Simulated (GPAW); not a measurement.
# CoO (Fm-3m) in GPAW: settings compared

One crystal, CoO, is run at these levels: PBEsol, PBEsol+D3, PBEsol+D3(BJ), PBEsol+D3(BJ)+ATM; tasks: relaxation of cell and atoms.

All numbers are computed with GPAW 26.7.0; they aren't measurements. Logs are shortened: lines on timing, memory, paths and dates and some standing lists are left out, and cuts for length are marked. The log counts tension as positive stress, the text compression.

### 1 Starting point

Symmetry: Fm-3m, No. 225, cubic system. The conventional cell has a = 4.263 Å, b = 4.263 Å, c = 4.263 Å, α = 90.00°, β = 90.00°, γ = 90.00°. Around Co (site symmetry m-3m) lie 6 O at 2.13 Å. O (site symmetry m-3m) has 6 Co at 2.13 Å as nearest neighbours.

### 2 Relaxation of cell and atoms, PBEsol, collinear spin, ferromagnetic start

Input file run.py:

```python
from ase import Atoms
from ase.filters import FrechetCellFilter
from ase.io import write
from ase.optimize import BFGS
from gpaw import GPAW, PW, setup_paths

setup_paths.insert(0, '.')

atoms = Atoms(['Co', 'O'],
              cell=[[0.0, 2.1315, 2.1315],
                    [2.1315, 0.0, 2.1315],
                    [2.1315, 2.1315, 0.0]],
              scaled_positions=[[0.0, 0.0, 0.0],
                                [0.5, 0.5, 0.5]],
              pbc=True)
atoms.set_initial_magnetic_moments([2.0, 0.0])

calc = GPAW(mode=PW(800),
            xc='PBEsol',
            kpts={'size': (9, 9, 9), 'gamma': True},
            occupations={'name': 'fermi-dirac', 'width': 0.05},
            nbands=17,
            convergence={'density': 1e-05, 'forces': 0.0001},
            maxiter=150,
            txt='gpaw.txt')
atoms.calc = calc
opt = BFGS(FrechetCellFilter(atoms), trajectory='relax.traj', logfile='-')
done = opt.run(fmax=0.02, steps=60)
calc.write('gs.gpw')
write('result.traj', atoms)
print('Converged:', done)
print('Cell:', atoms.cell.cellpar().round(4))
print('Volume:', round(atoms.get_volume(), 4))
print(atoms.get_scaled_positions().round(5))
```

Potentials or basis: PAW data sets generated in the run's folder for this functional, pw.

Started as:

```sh
> gpaw-setup -f PBEsol Co O
> OMP_NUM_THREADS=1 python run.py
```

gpaw.txt:

```text
__  _  _
 | _ |_)|_||  |
 |__||  | ||/\| - 26.7.0

Input parameters:
  mode=PW(ecut=800.0),
  convergence={'density': 1e-05, 'forces': 0.0001},
  kpts=MonkhorstPack(size=(9, 9, 9), gamma=True),
  maxiter=150,
  nbands=17,
  occupations=Occupations(name='fermi-dirac', width=0.05),
  xc=XC(name='PBEsol')

Diagonalizing LCAO Hamiltonian
Converting LCAO to pw mode

              O

       Co

Atoms  # Å, Bohr magnetons
|   | symbol |        x |        y |        z |    initial magnetic moments |
|---|--------|----------|----------|----------|-----------------------------|
| 0 |     Co | 0.000000 | 0.000000 | 0.000000 | ( 0.0000,  0.0000,  2.0000) |
| 1 |      O | 2.131500 | 2.131500 | 2.131500 | ( 0.0000,  0.0000,  0.0000) |

Unit cell  # Å
| periodic |        x |        y |        z |  lengths |    angles |
|----------|----------|----------|----------|----------|-----------|
|      yes | 0.000000 | 2.131500 | 2.131500 | 3.014396 | 60.000000 |
|      yes | 2.131500 | 0.000000 | 2.131500 | 3.014396 | 60.000000 |
|      yes | 2.131500 | 2.131500 | 0.000000 | 3.014396 | 60.000000 |

Number of symmetries: 48
Symmetry operations  # r_c * U_cc + t_c -> r_c
|    | kind |            matrix            |
|----|------|------------------------------|
|  0 |  σ   |  1, 0, 0,  1, 0,-1,  1,-1, 0 |
|  1 |  C2  |  1, 0, 0,  1,-1, 0,  1, 0,-1 |
|  2 |  E   |  1, 0, 0,  0, 1, 0,  0, 0, 1 |
|  3 |  σ   |  1, 0, 0,  0, 0, 1,  0, 1, 0 |
|  4 |  C4  |  1, 0,-1,  1, 0, 0,  1,-1, 0 |
|  5 |  S6  |  1, 0,-1,  1,-1, 0,  1, 0, 0 |
|  6 |  σ   |  1, 0,-1,  0, 1,-1,  0, 0,-1 |
|  7 |  C3  |  1, 0,-1,  0, 0,-1,  0, 1,-1 |
|  8 |  S6  |  1,-1, 0,  1, 0, 0,  1, 0,-1 |
[... 174 lines left out ...]
|iter     | |      energy | eigst |  dens |force |  magmom |
|---------|-|-------------|-------|-------|------|---------|
|iter:   1| |  -15.608204 | -0.02 |       |      |  +2.0014|
|iter:   2| |  -15.472289 | -2.11 | -0.86 |      |  +2.0368|
|iter:   3| |  -15.254854 | -2.04 | -0.91 |      |  +2.2676|
|iter:   4| |  -15.309746 | -2.52 | -1.27 |      |  +2.4721|
|iter:   5| |  -15.370766 | -2.94 | -1.55 |      |  +2.7626|
|iter:   6| |  -15.357912 | -3.08 | -1.60 |      |  +2.8993|
|iter:   7| |  -15.358142 | -4.07 | -2.06 |      |  +2.9348|
|iter:   8| |  -15.358475c| -5.21 | -2.77 |      |  +2.9511|
|iter:   9| |  -15.358535c| -6.02 | -3.24 |      |  +2.9505|
|iter:  10| |  -15.358559c| -6.72 | -3.62 |      |  +2.9511|
|iter:  11| |  -15.358562c| -7.78c| -4.30 |      |  +2.9512|
|iter:  12| |  -15.358563c| -8.38c| -5.00 |      |  +2.9513|
|iter:  13| |  -15.358562c| -9.25c| -5.58c|      |  +2.9513|
|iter:  14| |  -15.358562c|-10.14c| -6.34c|-23.50c|  +2.9513|

Converged in 14 steps
Energy contributions relative to reference atoms: (reference = -39902.827428)

Energy contributions:
  Kinetic:          23.845302
  Coulomb:         -21.069716
  Zero:              0.109751
  External:          0.000000
  Xc:              -18.227777
  Entropy:          -0.032245
[... 265 lines left out ...]
|iter:   5| |  -15.371995c| -5.77 | -2.96 |      |  +2.9314|
|iter:   6| |  -15.372026c| -5.59 | -2.95 |      |  +2.9248|
|iter:   7| |  -15.372017c| -7.06 | -3.36 |      |  +2.9224|
|iter:   8| |  -15.372003c| -6.77 | -3.56 |      |  +2.9189|
|iter:   9| |  -15.372001c| -7.96c| -4.45 |      |  +2.9187|
|iter:  10| |  -15.372000c| -7.91c| -4.75 |      |  +2.9185|
|iter:  11| |  -15.372000c| -9.01c| -5.49c|      |  +2.9185|
|iter:  12| |  -15.372000c| -9.85c| -6.05c|-23.37c|  +2.9185|

Converged in 12 steps
Energy contributions relative to reference atoms: (reference = -39902.827428)

Energy contributions:
  Kinetic:          24.752536
  Coulomb:         -21.781534
  Zero:              0.110572
  External:          0.000000
  Xc:              -18.437307
  Entropy:          -0.032534
  Spinorbit:         0.000000
  ----------------------------
  Free energy:     -15.388267
  Extrapolated:    -15.372000
[... 43 lines left out ...]
Forces  # eV/Ang
|        x |        y |        z |
|----------|----------|----------|
| -0.00000 |  0.00000 |  0.00000 |  # Co   0
|  0.00000 | -0.00000 | -0.00000 |  # O    1

Interpolating wave functions to new cell

              O

       Co

Atoms  # Å, Bohr magnetons
|   | symbol |         x |         y |        z |    initial magnetic moments |
|---|--------|-----------|-----------|----------|-----------------------------|
| 0 |     Co | -0.000000 | -0.000000 | 0.000000 | ( 0.0000,  0.0000,  2.5086) |
| 1 |      O |  2.087280 |  2.087280 | 2.087280 | ( 0.0000,  0.0000,  0.2410) |

Unit cell  # Å
| periodic |         x |         y |         z |  lengths |    angles |
|----------|-----------|-----------|-----------|----------|-----------|
|      yes | -0.000000 |  2.087280 |  2.087280 | 2.951860 | 60.000000 |
|      yes |  2.087280 | -0.000000 |  2.087280 | 2.951860 | 60.000000 |
|      yes |  2.087280 |  2.087280 | -0.000000 | 2.951860 | 60.000000 |

Number of symmetries: 48
Symmetry operations  # r_c * U_cc + t_c -> r_c
|    | kind |            matrix            |
|----|------|------------------------------|
|  0 |  σ   |  1, 0, 0,  1, 0,-1,  1,-1, 0 |
|  1 |  C2  |  1, 0, 0,  1,-1, 0,  1, 0,-1 |
|  2 |  E   |  1, 0, 0,  0, 1, 0,  0, 0, 1 |
|  3 |  σ   |  1, 0, 0,  0, 0, 1,  0, 1, 0 |
|  4 |  C4  |  1, 0,-1,  1, 0, 0,  1,-1, 0 |
|  5 |  S6  |  1, 0,-1,  1,-1, 0,  1, 0, 0 |
|  6 |  σ   |  1, 0,-1,  0, 1,-1,  0, 0,-1 |
|  7 |  C3  |  1, 0,-1,  0, 0,-1,  0, 1,-1 |
|  8 |  S6  |  1,-1, 0,  1, 0, 0,  1, 0,-1 |
[... 173 lines left out ...]
SCF iterations
|iter     | |      energy | eigst |  dens |force |  magmom |
|---------|-|-------------|-------|-------|------|---------|
|iter:   1| |  -15.542391 | -1.04 |       |      |  +2.9185|
|iter:   2| |  -15.504289 | -3.42 | -1.27 |      |  +2.9092|
|iter:   3| |  -15.394847 | -2.16 | -1.32 |      |  +2.8396|
|iter:   4| |  -15.396306 | -3.36 | -1.94 |      |  +2.8060|
|iter:   5| |  -15.393730c| -3.88 | -2.14 |      |  +2.8111|
|iter:   6| |  -15.394841c| -4.42 | -2.36 |      |  +2.7781|
|iter:   7| |  -15.394868c| -5.68 | -2.81 |      |  +2.7685|
|iter:   8| |  -15.394884c| -6.06 | -3.14 |      |  +2.7595|
|iter:   9| |  -15.394885c| -7.94c| -4.02 |      |  +2.7592|
|iter:  10| |  -15.394885c| -8.48c| -4.33 |      |  +2.7591|
|iter:  11| |  -15.394886c| -8.85c| -5.05c|      |  +2.7591|
|iter:  12| |  -15.394886c| -9.52c| -5.60c|-23.88c|  +2.7591|

Converged in 12 steps
Energy contributions relative to reference atoms: (reference = -39902.827428)

Energy contributions:
  Kinetic:          28.319556
  Coulomb:         -24.579472
  Zero:              0.114371
  External:          0.000000
  Xc:              -19.234211
  Entropy:          -0.030259
  Spinorbit:         0.000000
  ----------------------------
  Free energy:     -15.410015
  Extrapolated:    -15.394886
[... 33 lines left out ...]
No gap
No difference between direct/indirect transitions

Stress tensor  # eV/Ang^3
|         x |         y |         z |
|-----------|-----------|-----------|
| -0.001772 |  0.000000 |  0.000000 |
|  0.000000 | -0.001772 |  0.000000 |
|  0.000000 |  0.000000 | -0.001772 |

Forces  # eV/Ang
|        x |        y |       z |
|----------|----------|---------|
| -0.00000 | -0.00000 | 0.00000 |  # Co   0
|  0.00000 | -0.00000 | 0.00000 |  # O    1

# Writing to gs.gpw (mode='')
```

stdout:

```text
Step          Energy          fmax
BFGS:    0      -15.374685        0.608897
BFGS:    1      -15.388267        0.482573
BFGS:    2      -15.410015        0.016118
Converged: True
Cell: [ 2.9519  2.9519  2.9519 60.     60.     60.    ]
Volume: 18.1875
[[0.  0.  0. ]
 [0.5 0.5 0.5]]
```

It took 73 s on 1 thread of Arm Neoverse V1, shared host; peak memory 0.22 GiB.

What came out:

```
Free energy                            : -15.4100 eV
Relaxed volume                         : 9.09 Å³/atom
Relaxed cell                           : a = 2.952 Å, b = 2.952 Å, c = 2.952 Å, α = 60.00°, β = 60.00°, γ = 60.00°
Space group after relaxing (to 0.05 Å) : Fm-3m (No. 225)
Energy gained by relaxing              : 18.2 meV/atom
Ionic steps                            : 3
Pressure after relaxing                : 0.3 GPa
Band gap on the k mesh                 : none (metal or under the smearing width)
Net moment                             : 2.76 μB per cell
Site moments                           : Co +2.39; O +0.22 μB
```

The path:
```csv
step,energy change (eV),largest force (eV/Å),pressure (GPa),volume (Å³)
1,0.0000,0.0000,-10.07,19.37
2,-0.0134,0.0000,-8.09,19.12
3,-0.0363,0.0000,0.28,18.19
```

Final structure:
```yaml
crystal:
  lattice:
    - [0.00000, 2.08728, 2.08728]
    - [2.08728, 0.00000, 2.08728]
    - [2.08728, 2.08728, 0.00000]
  atoms:
    - { symbol: Co, position: [0.00000, 0.00000, 0.00000] }
    - { symbol: O, position: [0.50000, 0.50000, 0.50000] }
```

Levels at points of the mesh, in eV from the Fermi level:
Spin up:
```csv
k point,band 5,band 6,band 7,band 8,band 9,band 10,band 11,band 12,band 13
"(0.00, 0.00, 0.00)",-3.28,-3.28,-3.19,-3.19,-3.19,1.04,16.69,18.23,18.23
```
Spin down:
```
           k point  band 3  band 4  band 5  band 6  band 7  band 8  band 9  band 10
(0.00, 0.00, 0.00)   -3.08   -3.08   -1.27   -1.27   -1.27   -0.25   -0.25     1.56
```

Caveat: each step starts from the last one's moments, so a moment once lost doesn't come back; later steps reuse the first step's grids; a cell with one magnetic atom can't hold antiferromagnetic order, which such compounds often take; semilocal functionals often make such compounds metallic where correlation or magnetic order opens a gap, which also shifts bond lengths.

[end of part 1 of 2]
